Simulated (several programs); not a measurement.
GaS (started from an entry of an open crystallographic database), relaxed with r2SCAN+rVV10 in Ansatz, was computed with several methods. The symmetry is P6_3/mmc (No. 194, hexagonal); conventional cell a = 3.580 Å, c = 15.563 Å, 21.59 Å³ an atom. Around Ga lie 3 S at 2.33 Å and 1 Ga at 2.44 Å; around S lie 3 Ga at 2.33 Å. Calculated for a static, non-magnetic cell.

```yaml
crystal:
  lattice:
    - [3.57951, 0.00000, 0.00000]
    - [-1.78975, 3.09994, 0.00000]
    - [0.00000, 0.00000, 15.56312]
  atoms:
    - { symbol: Ga, position: [0.33333, 0.66667, 0.17170] }
    - { symbol: Ga, position: [0.66667, 0.33333, 0.67170] }
    - { symbol: Ga, position: [0.33333, 0.66667, 0.32830] }
    - { symbol: Ga, position: [0.66667, 0.33333, 0.82830] }
    - { symbol: S, position: [0.33333, 0.66667, 0.60286] }
    - { symbol: S, position: [0.66667, 0.33333, 0.10286] }
    - { symbol: S, position: [0.33333, 0.66667, 0.89714] }
    - { symbol: S, position: [0.66667, 0.33333, 0.39714] }
```

Gaps and times are for a single point on this cell; volume and bulk modulus come from each method's own relaxation or energy curve at fixed shape, which is too stiff where a cell has free coordinates or axes. Times are rough, from shared hosts (AMD EPYC 7R13 Processor; Arm Neoverse V1; Arm Neoverse V2), and each method has its own mesh and cell size. A double dagger marks a value from a curve with shape and coordinates held. A star marks a curve whose lowest point is an end point. PM6 (MOPAC), PM7 (MOPAC), GFN1-xTB (tblite), GFN2-xTB (tblite) treat a cluster of cells at its zone centre, which samples few k points: where these miss a band edge, the gap comes out too large for that reason alone. Gaps from k meshes are read at a limited set of points (mesh, symmetry points, PBE's band edges), so each method's own least gap may be somewhat smaller. xTB and the PM methods were fitted mostly to molecules, and can miss a solid's gap by electronvolts. Minimal bases can be far off for gaps. Times of the plane-wave ladder aren't listed, since it ran on unlike processors and cards. Curves at held shape can't give the bulk modulus of a layered or molecular crystal, so none is listed. GLLB-SC's gap includes the derivative discontinuity. d marks a direct gap, i an indirect one (no mark: not told apart), a dash a value that wasn't computed or didn't pass its checks.

| method | kind | gap (eV) | own volume (Å³/atom) | bulk modulus (GPa) | atoms computed | processor time |
| --- | --- | --- | --- | --- | --- | --- |
| PBE-D3(BJ) | semilocal | – | 21.56 | – | 8 | – |
| r2SCAN+rVV10 | semilocal | – | 21.59 | – | 8 | – |
| PBE-D4 | semilocal | – | 21.23 | – | 8 | – |
| light PBE (260 eV and a coarse mesh) | light plane-wave | 1.62 i | – | – | 8 | 2.4 s |
| GFN1-xTB (tblite) | tight binding | 0.98 | 23.73*‡ | – | cluster | 5.2 s |
| GFN2-xTB (tblite) | tight binding | 2.70 | – | – | cluster | 5.8 s |
| PM7 (MOPAC) | semi-empirical | 6.60 | 22.22‡ | – | cluster | 12 s |
| PM6 (MOPAC) | semi-empirical | 4.49 | – | – | cluster | 14 s |
| PBE | semilocal | 1.62 i | – | – | 8 | – |
| PBE/SZV (CP2K) | small basis | 1.40 d | – | – | 8 | 18 s |
| LDA | semilocal | 1.48 i | – | – | 8 | – |
| r2SCAN | semilocal | 1.91 i | – | – | 8 | – |
| PBE/DZVP (CP2K) | small basis | 1.61 i | 22.65‡ | – | 8 | 48 s |
| GLLB-SC (GPAW) | model potential | 2.70 | – | – | 8 | 78 s |
| PBE+SOC | semilocal | 1.62 i | – | – | 8 | – |
| LC-ωPBE | hybrid | 6.89 i | – | – | 8 | – |
| HSE06 | hybrid | 2.33 i | – | – | 8 | – |
| PBE0 | hybrid | 3.02 i | – | – | 8 | – |
| DDH-PBE0 | hybrid | 2.50 i | – | – | 8 | – |

Question: How far from the measured values lie the methods that can be set against them?

Answer:
- Band gap, measured 2.59 eV: light PBE (260 eV and a coarse mesh) -0.97 eV, GFN1-xTB (tblite) -1.61 eV, GFN2-xTB (tblite) +0.11 eV, PM7 (MOPAC) +4.01 eV, PM6 (MOPAC) +1.90 eV, PBE -0.97 eV, PBE/SZV (CP2K) -1.19 eV, LDA -1.11 eV, r2SCAN -0.68 eV, PBE/DZVP (CP2K) -0.98 eV, GLLB-SC (GPAW) +0.11 eV, PBE+SOC -0.97 eV, LC-ωPBE +4.30 eV, HSE06 -0.26 eV, PBE0 +0.43 eV, DDH-PBE0 -0.09 eV.
The calculations are for a static lattice; samples hold vibrations, temperature and, in optical gaps, excitons. A measured value is shown where most reports agree with it, and only for the quantities listed. Sources: 2.59 eV (indirect fundamental gap; 77 K; “Vapor-liquid-solid growth of highly-mismatched semiconductor nanowires with high-fidelity van der Waals layer stacking”; Literature value quoted in introduction; method not stated; 2022; arxiv:2211.03366).

Only the rows marked +SOC include spin-orbit coupling.
